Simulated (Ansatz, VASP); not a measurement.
Zn in VASP and in Ansatz

The input INCAR:

```
SYSTEM = Zn
PREC = Accurate
ENCUT = 520
EDIFF = 1E-7
ISMEAR = -1
SIGMA = 0.1
LREAL = .FALSE.
LASPH = .TRUE.
NELM = 100
ALGO = Normal
ISIF = 2
LWAVE = .FALSE.
LCHARG = .TRUE.
LELF = .TRUE.
LVHAR = .TRUE.
NBANDS = 19
```

Contents of KPOINTS:

```
Automatic mesh
0
G
  14 14 7
  0 0 0
```

The input POSCAR:

```
Zn
1.0
    2.5709734941      0.0000000000      0.0000000000
   -1.2854867470      2.2265283583      0.0000000000
    0.0000000000      0.0000000000      4.7361908757
Zn
2
Direct
    0.3333333333      0.6666666667      0.2500000000
    0.6666666667      0.3333333333      0.7500000000
```

Input for Ansatz:

```yaml
crystal:
  lattice:
    - [2.5709734941, 0.0, 0.0]
    - [-1.285486747, 2.2265283583, 0.0]
    - [0.0, 0.0, 4.7361908757]
  atoms:
    - { symbol: Zn, position: [0.3333333333, 0.6666666667, 0.25] }
    - { symbol: Zn, position: [0.6666666667, 0.3333333333, 0.75] }
hamiltonian:
  xc: lda
  pseudopotentials:
    kind: paw
    azcp:
      Zn: "pseudopotentials/Zn.paw.azcp"
basis:
  ecutwfc: 420
  fft_grid_basis: typed
kpoints:
  mp_grid: { grid: [14, 14, 7], shift: [0, 0, 0] }
magnetization:
  spin_polarized: false
scf:
  occupations: { method: fermi_dirac, width: 0.1 }
  lower_state_search: "off"
output:
  stress: true
```

Alike in both runs: task single point; functional LDA; k mesh 14 × 14 × 7; occupations fermi-dirac, width 0.1 eV; no spin polarisation.

|  | VASP | Ansatz |
| --- | --- | --- |
| version | VASP 6.6.1 | Ansatz 0.2.0 |
| potentials or method | VASP PAW LDA potentials, release 64 (Zn) | plane waves (420 eV) with PAW, scalar-relativistic |
| plane-wave cutoff (eV) | 520 | 420 |
| valence electrons in the cell | 24 | 24 |

```csv
,VASP,Ansatz,Ansatz less VASP
pressure (GPa),0.8,0.1,-0.73
largest component of the traceless stress (GPa),1.39,1.17,-0.223
```

Ansatz warned: «pseudo_functional_mismatch».
